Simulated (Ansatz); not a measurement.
Runs of Ansatz 0.2.0 on PbS (Galena). Symmetry: Fm-3m, No. 225, cubic system. The conventional cell has a = 5.931 Å, b = 5.931 Å, c = 5.931 Å, α = 90.00°, β = 90.00°, γ = 90.00°. Pb (site symmetry m-3m) has 6 S at 2.97 Å as nearest neighbours. Around S (site symmetry m-3m) lie 6 Pb at 2.97 Å. 

| task | level | spin | cell | points for each segment of the path | gap on the mesh (eV) | pressure (GPa) | relaxed volume (Å³/atom) |
| --- | --- | --- | --- | --- | --- | --- | --- |
| band structure | HSEsol | off | as given | 4 | (b) | -0.9 | - |
| relaxation of cell and atoms | HSE06 | off | relaxed | - | (c) | 0.0 | 26.64 |
| relaxation of cell and atoms | HSEsol | off | relaxed | - | (a) | 0.0 | 25.73 |
| single point | HSE06 | SOC, no magnetisation | as given | - | 0.29 | 0.8 | - |

Alike in all rows: potentials or basis Ansatz PAW; k mesh 4 × 4 × 4; cutoff (eV) 420; smearing fermi-dirac 0.05 eV; the mesh is coarse, so values aren't converged.

Task: Estimate the missing entries.

Result: (a) 0.64; (b) 0.70; (c) 0.88.

Caveats: all runs use coarse meshes; the PAW data sets come from PBE, with cores solved anew for the run's functional, which leaves a small shift of forces and pressure; spin-orbit coupling is left out, which as a rule narrows the gap of such compounds by several tenths of an eV (some runs); the thresholds are loose for stress (some runs); the plane-wave basis is chosen anew once the cell has moved, so the energies of steps on either side of that aren't comparable (some runs).

A k mesh can miss the band edges, and rows without SOC leave out spin-orbit coupling on Pb.
